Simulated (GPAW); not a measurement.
# GaAs (F-43m) in GPAW: notebook

The runs below take GaAs through relaxation of cell and atoms, single point, with BLYP, PBE.

Program: GPAW 26.7.0. These are calculated values, not measurements. Logs are shortened: lines on timing, memory, paths and dates and some standing lists are left out, and cuts for length are marked. The log counts tension as positive stress, the text compression.

**What was measured.**

From “Evidence of valence band perturbations in GaAsN/GaAs(001): A combined variable-angle spectroscopic ellipsometry and modulated photoreflectance investigation”, 2008, arxiv:0805.2212, for a bulk crystal of GaAs at 300 K: band gap 1.412 ± 0.01 eV (direct).

The results are compared with them further down.

**1. The crystal as given**

The structure is cubic, space group F-43m (No. 216). The conventional cell has a = 5.654 Å, b = 5.654 Å, c = 5.654 Å, α = 90.00°, β = 90.00°, γ = 90.00°. Around As (site symmetry -43m) lie 4 Ga at 2.45 Å. Ga (site symmetry -43m) has 4 As at 2.45 Å as nearest neighbours.

**2. Relaxation of cell and atoms, BLYP, target pressure 1 GPa, at which the enthalpy is minimised**

Contents of run.py:

```python
from ase import Atoms
from ase.filters import FrechetCellFilter
from ase.io import write
from ase.optimize import LBFGS
from ase.units import GPa
from gpaw import GPAW, PW, setup_paths

setup_paths.insert(0, '.')

atoms = Atoms(['As', 'Ga'],
              cell=[[0.0, 2.82685, 2.82685],
                    [2.82685, 0.0, 2.82685],
                    [2.82685, 2.82685, 0.0]],
              scaled_positions=[[0.75, 0.75, 0.75],
                                [0.0, 0.0, 0.0]],
              pbc=True)

calc = GPAW(mode=PW(600),
            xc='BLYP',
            kpts={'size': (8, 8, 8), 'gamma': True},
            occupations={'name': 'fermi-dirac', 'width': 0.05},
            nbands=11,
            convergence={'density': 1e-05, 'forces': 0.0001},
            eigensolver='davidson',
            maxiter=150,
            txt='gpaw.txt')
atoms.calc = calc
opt = LBFGS(FrechetCellFilter(atoms, scalar_pressure=1 * GPa), trajectory='relax.traj', logfile='-')
done = opt.run(fmax=0.01, steps=60)
calc.write('gs.gpw')
write('result.traj', atoms)
print('Converged:', done)
print('Cell:', atoms.cell.cellpar().round(4))
print('Volume:', round(atoms.get_volume(), 4))
print(atoms.get_scaled_positions().round(5))
```

Potentials or basis: PAW data sets generated in the run's folder for this functional, pw.

Launch:

```
$ gpaw-setup -f BLYP As Ga
$ OMP_NUM_THREADS=1 python run.py
```

gpaw.txt:

```text
__  _  _
 | _ |_)|_||  |
 |__||  | ||/\| - 26.7.0

Input parameters:
  mode=PW(ecut=600.0),
  convergence={'density': 1e-05, 'forces': 0.0001},
  eigensolver=Davidson(niter=2),
  kpts=MonkhorstPack(size=(8, 8, 8), gamma=True),
  maxiter=150,
  nbands=11,
  occupations=Occupations(name='fermi-dirac', width=0.05),
  xc=XC(name='BLYP')

Diagonalizing LCAO Hamiltonian
Converting LCAO to pw mode

                    As

       Ga

Atoms  # Å, Bohr magnetons
|   | symbol |        x |        y |        z |    initial magnetic moments |
|---|--------|----------|----------|----------|-----------------------------|
| 0 |     As | 4.240275 | 4.240275 | 4.240275 | ( 0.0000,  0.0000,  0.0000) |
| 1 |     Ga | 0.000000 | 0.000000 | 0.000000 | ( 0.0000,  0.0000,  0.0000) |

Unit cell  # Å
| periodic |        x |        y |        z |  lengths |    angles |
|----------|----------|----------|----------|----------|-----------|
|      yes | 0.000000 | 2.826850 | 2.826850 | 3.997770 | 60.000000 |
|      yes | 2.826850 | 0.000000 | 2.826850 | 3.997770 | 60.000000 |
|      yes | 2.826850 | 2.826850 | 0.000000 | 3.997770 | 60.000000 |

Number of symmetries: 24
Symmetry operations  # r_c * U_cc + t_c -> r_c
|    | kind |            matrix            |
|----|------|------------------------------|
|  0 |  E   |  1, 0, 0,  0, 1, 0,  0, 0, 1 |
|  1 |  σ   |  1, 0, 0,  0, 0, 1,  0, 1, 0 |
|  2 |  σ   |  1, 0,-1,  0, 1,-1,  0, 0,-1 |
|  3 |  C3  |  1, 0,-1,  0, 0,-1,  0, 1,-1 |
|  4 |  C3  |  1,-1, 0,  0,-1, 1,  0,-1, 0 |
|  5 |  σ   |  1,-1, 0,  0,-1, 0,  0,-1, 1 |
|  6 |  σ   |  0, 1, 0,  1, 0, 0,  0, 0, 1 |
|  7 |  C3  |  0, 1, 0,  0, 0, 1,  1, 0, 0 |
|  8 |  C2  |  0, 1,-1,  1, 0,-1,  0, 0,-1 |
[... 148 lines left out ...]
SCF iterations
|iter     | |      energy | eigst |  dens |force |
|---------|-|-------------|-------|-------|------|
|iter:   1| |   -6.986131 | -0.53 |       |      |
|iter:   2| |   -6.961664 | -2.74 | -0.86 |      |
|iter:   3| |   -6.847762 | -2.07 | -0.89 |      |
|iter:   4| |   -6.848015 | -3.85 | -1.52 |      |
|iter:   5| |   -6.848146c| -4.70 | -1.96 |      |
|iter:   6| |   -6.848138c| -5.57 | -2.78 |      |
|iter:   7| |   -6.848139c| -7.22 | -3.64 |      |
|iter:   8| |   -6.848139c| -8.45c| -4.02 |      |
|iter:   9| |   -6.848139c| -9.73c| -5.11c|      |
|iter:  10| |   -6.848139c|-10.77c| -5.75c|-16.42c|
[... 19 lines left out ...]
Eigenvalues  # (at kpt = [0.000, 0.000, 0.000])
| band index |      eig [eV] | occ [0-2] |
|------------|---------------|-----------|
|          0 |        -7.398 |     2.000 |
|          1 |         5.323 |     1.985 |
|          2 |         5.323 |     1.985 |
|          3 |         5.323 |     1.985 |
|          4 |         5.754 |     0.047 |
|          5 |         9.136 |     0.000 |
|          6 |         9.136 |     0.000 |
|          7 |         9.136 |     0.000 |
|          8 |        13.201 |     0.000 |
|          9 |        15.563 |     0.000 |
|         10 |        16.261 |     0.000 |

Gap: 0.431 eV
Transition (v -> c):
  (s=0, k=0, n=3, [0.00, 0.00, 0.00]) -> (s=0, k=0, n=4, [0.00, 0.00, 0.00])
No difference between direct/indirect transitions

Stress tensor  # eV/Ang^3
|         x |         y |         z |
|-----------|-----------|-----------|
| -0.048139 |  0.000000 |  0.000000 |
|  0.000000 | -0.048139 |  0.000000 |
|  0.000000 |  0.000000 | -0.048139 |

Forces  # eV/Ang
|        x |       y |       z |
|----------|---------|---------|
| -0.00000 | 0.00000 | 0.00000 |  # As   0
| -0.00000 | 0.00000 | 0.00000 |  # Ga   1

Interpolating wave functions to new cell

                    As

       Ga

Atoms  # Å, Bohr magnetons
|   | symbol |         x |        y |        z |    initial magnetic moments |
|---|--------|-----------|----------|----------|-----------------------------|
| 0 |     As |  4.269038 | 4.269038 | 4.269038 | ( 0.0000,  0.0000,  0.0000) |
| 1 |     Ga | -0.000000 | 0.000000 | 0.000000 | ( 0.0000,  0.0000,  0.0000) |

Unit cell  # Å
| periodic |        x |        y |        z |  lengths |    angles |
|----------|----------|----------|----------|----------|-----------|
|      yes | 0.000000 | 2.846025 | 2.846025 | 4.024887 | 60.000000 |
|      yes | 2.846025 | 0.000000 | 2.846025 | 4.024887 | 60.000000 |
|      yes | 2.846025 | 2.846025 | 0.000000 | 4.024887 | 60.000000 |

Number of symmetries: 24
Symmetry operations  # r_c * U_cc + t_c -> r_c
|    | kind |            matrix            |
|----|------|------------------------------|
|  0 |  E   |  1, 0, 0,  0, 1, 0,  0, 0, 1 |
|  1 |  σ   |  1, 0, 0,  0, 0, 1,  0, 1, 0 |
|  2 |  σ   |  1, 0,-1,  0, 1,-1,  0, 0,-1 |
|  3 |  C3  |  1, 0,-1,  0, 0,-1,  0, 1,-1 |
|  4 |  C3  |  1,-1, 0,  0,-1, 1,  0,-1, 0 |
|  5 |  σ   |  1,-1, 0,  0,-1, 0,  0,-1, 1 |
|  6 |  σ   |  0, 1, 0,  1, 0, 0,  0, 0, 1 |
|  7 |  C3  |  0, 1, 0,  0, 0, 1,  1, 0, 0 |
|  8 |  C2  |  0, 1,-1,  1, 0,-1,  0, 0,-1 |
[... 180 lines left out ...]
Eigenvalues  # (at kpt = [0.000, 0.000, 0.000])
| band index |      eig [eV] | occ [0-2] |
|------------|---------------|-----------|
|          0 |        -7.467 |     2.000 |
|          1 |         5.113 |     1.933 |
|          2 |         5.113 |     1.933 |
|          3 |         5.113 |     1.933 |
|          4 |         5.386 |     0.218 |
|          5 |         8.916 |     0.000 |
|          6 |         8.916 |     0.000 |
|          7 |         8.916 |     0.000 |
|          8 |        12.921 |     0.000 |
|          9 |        15.300 |     0.000 |
|         10 |        15.300 |     0.000 |

Gap: 0.273 eV
Transition (v -> c):
  (s=0, k=0, n=3, [0.00, 0.00, 0.00]) -> (s=0, k=0, n=4, [0.00, 0.00, 0.00])
No difference between direct/indirect transitions

Stress tensor  # eV/Ang^3
|         x |         y |         z |
|-----------|-----------|-----------|
| -0.037686 |  0.000000 |  0.000000 |
|  0.000000 | -0.037686 |  0.000000 |
|  0.000000 |  0.000000 | -0.037686 |
[... 13 lines left out ...]
Atoms  # Å, Bohr magnetons
|   | symbol |        x |        y |        z |    initial magnetic moments |
|---|--------|----------|----------|----------|-----------------------------|
| 0 |     As | 4.364502 | 4.364502 | 4.364502 | ( 0.0000,  0.0000,  0.0000) |
| 1 |     Ga | 0.000000 | 0.000000 | 0.000000 | ( 0.0000,  0.0000,  0.0000) |

Unit cell  # Å
| periodic |        x |        y |         z |  lengths |    angles |
|----------|----------|----------|-----------|----------|-----------|
|      yes | 0.000000 | 2.909668 |  2.909668 | 4.114892 | 60.000000 |
|      yes | 2.909668 | 0.000000 |  2.909668 | 4.114892 | 60.000000 |
|      yes | 2.909668 | 2.909668 | -0.000000 | 4.114892 | 60.000000 |

Number of symmetries: 24
Symmetry operations  # r_c * U_cc + t_c -> r_c
|    | kind |            matrix            |
|----|------|------------------------------|
|  0 |  E   |  1, 0, 0,  0, 1, 0,  0, 0, 1 |
|  1 |  σ   |  1, 0, 0,  0, 0, 1,  0, 1, 0 |
|  2 |  σ   |  1, 0,-1,  0, 1,-1,  0, 0,-1 |
|  3 |  C3  |  1, 0,-1,  0, 0,-1,  0, 1,-1 |
|  4 |  C3  |  1,-1, 0,  0,-1, 1,  0,-1, 0 |
|  5 |  σ   |  1,-1, 0,  0,-1, 0,  0,-1, 1 |
|  6 |  σ   |  0, 1, 0,  1, 0, 0,  0, 0, 1 |
|  7 |  C3  |  0, 1, 0,  0, 0, 1,  1, 0, 0 |
|  8 |  C2  |  0, 1,-1,  1, 0,-1,  0, 0,-1 |
[... 148 lines left out ...]
SCF iterations
|iter     | |      energy | eigst |  dens |force |
|---------|-|-------------|-------|-------|------|
|iter:   1| |   -7.062705 |       |       |      |
|iter:   2| |   -7.049743 | -3.24 | -1.23 |      |
|iter:   3| |   -6.964387 | -2.43 | -1.26 |      |
|iter:   4| |   -6.960775 | -3.58 | -1.99 |      |
|iter:   5| |   -6.960252 | -4.32 | -2.41 |      |
|iter:   6| |   -6.960220c| -4.98 | -2.83 |      |
|iter:   7| |   -6.960221c| -6.23 | -4.07 |      |
|iter:   8| |   -6.960221c| -7.27 | -4.38 |      |
|iter:   9| |   -6.960221c| -8.34c| -5.07c|      |
|iter:  10| |   -6.960221c| -9.28c| -5.87c|-16.17c|

Converged in 10 steps
Energy contributions relative to reference atoms: (reference = -114409.509573)

Energy contributions:
  Kinetic:          22.904252
  Coulomb:         -20.816539
  Zero:              0.026664
  External:          0.000000
  Xc:               -9.074333
  Entropy:          -0.000530
  Spinorbit:         0.000000
  ----------------------------
  Free energy:      -6.960486
  Extrapolated:     -6.960221
[... 4 lines left out ...]
Eigenvalues  # (at kpt = [0.000, 0.000, 0.000])
| band index |      eig [eV] | occ [0-2] |
|------------|---------------|-----------|
|          0 |        -7.690 |     2.000 |
|          1 |         4.231 |     1.991 |
|          2 |         4.457 |     1.433 |
|          3 |         4.457 |     1.433 |
|          4 |         4.457 |     1.433 |
|          5 |         8.223 |     0.000 |
|          6 |         8.223 |     0.000 |
|          7 |         8.223 |     0.000 |
|          8 |        12.042 |     0.000 |
|          9 |        14.482 |     0.000 |
|         10 |        14.482 |     0.000 |

No gap
No difference between direct/indirect transitions

Stress tensor  # eV/Ang^3
|         x |         y |         z |
|-----------|-----------|-----------|
| -0.009790 |  0.000000 |  0.000000 |
|  0.000000 | -0.009790 | -0.000000 |
|  0.000000 | -0.000000 | -0.009790 |
[... 13 lines left out ...]
Atoms  # Å, Bohr magnetons
|   | symbol |        x |        y |        z |    initial magnetic moments |
|---|--------|----------|----------|----------|-----------------------------|
| 0 |     As | 4.377759 | 4.377759 | 4.377759 | ( 0.0000,  0.0000,  0.0000) |
| 1 |     Ga | 0.000000 | 0.000000 | 0.000000 | ( 0.0000,  0.0000,  0.0000) |

Unit cell  # Å
| periodic |        x |        y |         z |  lengths |    angles |
|----------|----------|----------|-----------|----------|-----------|
|      yes | 0.000000 | 2.918506 |  2.918506 | 4.127391 | 60.000000 |
|      yes | 2.918506 | 0.000000 |  2.918506 | 4.127391 | 60.000000 |
|      yes | 2.918506 | 2.918506 | -0.000000 | 4.127391 | 60.000000 |

Number of symmetries: 24
Symmetry operations  # r_c * U_cc + t_c -> r_c
|    | kind |            matrix            |
|----|------|------------------------------|
|  0 |  E   |  1, 0, 0,  0, 1, 0,  0, 0, 1 |
|  1 |  σ   |  1, 0, 0,  0, 0, 1,  0, 1, 0 |
|  2 |  σ   |  1, 0,-1,  0, 1,-1,  0, 0,-1 |
|  3 |  C3  |  1, 0,-1,  0, 0,-1,  0, 1,-1 |
|  4 |  C3  |  1,-1, 0,  0,-1, 1,  0,-1, 0 |
|  5 |  σ   |  1,-1, 0,  0,-1, 0,  0,-1, 1 |
|  6 |  σ   |  0, 1, 0,  1, 0, 0,  0, 0, 1 |
|  7 |  C3  |  0, 1, 0,  0, 0, 1,  1, 0, 0 |
|  8 |  C2  |  0, 1,-1,  1, 0,-1,  0, 0,-1 |
[... 179 lines left out ...]
Eigenvalues  # (at kpt = [0.000, 0.000, 0.000])
| band index |      eig [eV] | occ [0-2] |
|------------|---------------|-----------|
|          0 |        -7.719 |     2.000 |
|          1 |         4.079 |     1.998 |
|          2 |         4.370 |     1.436 |
|          3 |         4.370 |     1.436 |
|          4 |         4.370 |     1.436 |
|          5 |         8.132 |     0.000 |
|          6 |         8.132 |     0.000 |
|          7 |         8.132 |     0.000 |
|          8 |        11.925 |     0.000 |
|          9 |        14.373 |     0.000 |
|         10 |        14.373 |     0.000 |

No gap
No difference between direct/indirect transitions

Stress tensor  # eV/Ang^3
|         x |         y |         z |
|-----------|-----------|-----------|
| -0.006528 |  0.000000 | -0.000000 |
|  0.000000 | -0.006528 | -0.000000 |
| -0.000000 | -0.000000 | -0.006528 |

Forces  # eV/Ang
|        x |        y |        z |
|----------|----------|----------|
| -0.00000 | -0.00000 | -0.00000 |  # As   0
|  0.00000 | -0.00000 |  0.00000 |  # Ga   1

# Writing to gs.gpw (mode='')
```

Wall time 32 s (1 thread of Arm Neoverse V2, shared host); peak memory 0.19 GiB.

Results:

| Property | Result |
| --- | --- |
| Free energy | -6.9642 eV |
| Relaxed volume | 24.86 Å³/atom |
| Relaxed cell | a = 4.127 Å, b = 4.127 Å, c = 4.127 Å, α = 60.00°, β = 60.00°, γ = 60.00° |
| Space group after relaxing (to 0.05 Å) | F-43m (No. 216) |
| Energy change on relaxing (the enthalpy is what falls) | -57.9 meV/atom |
| Ionic steps | 4 |
| Pressure after relaxing | 1.0 GPa |
| Band gap on the k mesh | none (metal or under the smearing width) |

Step by step:
| step | energy change (eV) | largest force (eV/Å) | pressure (GPa) | volume (Å³) |
| --- | --- | --- | --- | --- |
| 1 | 0.0000 | 0.0000 | 7.71 | 45.18 |
| 2 | -0.0396 | 0.0000 | 6.04 | 46.10 |
| 3 | -0.1121 | 0.0000 | 1.57 | 49.27 |
| 4 | -0.1158 | 0.0000 | 1.05 | 49.72 |

Final structure:
```
As Ga
1.0
     0.00000    2.91851    2.91851
     2.91851    0.00000    2.91851
     2.91851    2.91851    0.00000
As Ga
1 1
Direct
  0.75000 0.75000 0.75000
  0.00000 0.00000 0.00000
```

Levels at points of the mesh, in eV from the Fermi level:
| k point | band 2 | band 3 | band 4 | band 5 | band 6 | band 7 |
| --- | --- | --- | --- | --- | --- | --- |
| (0.00, 0.00, 0.00) | -0.34 | -0.05 | -0.05 | -0.05 | 3.71 | 3.71 |
| (0.50, 0.50, 0.00) | -6.45 | -2.36 | -2.36 | 1.72 | 1.75 | 9.34 |
| (0.50, 0.50, 0.50) | -6.17 | -1.04 | -1.04 | 0.70 | 4.64 | 4.64 |

Caveat: later steps reuse the first step's grids; this crystal is a semiconductor, whose small gap the functional closes, so the metal is an error of the method. BLYP gives volumes clearly too large for solids.

[end of part 1 of 2]
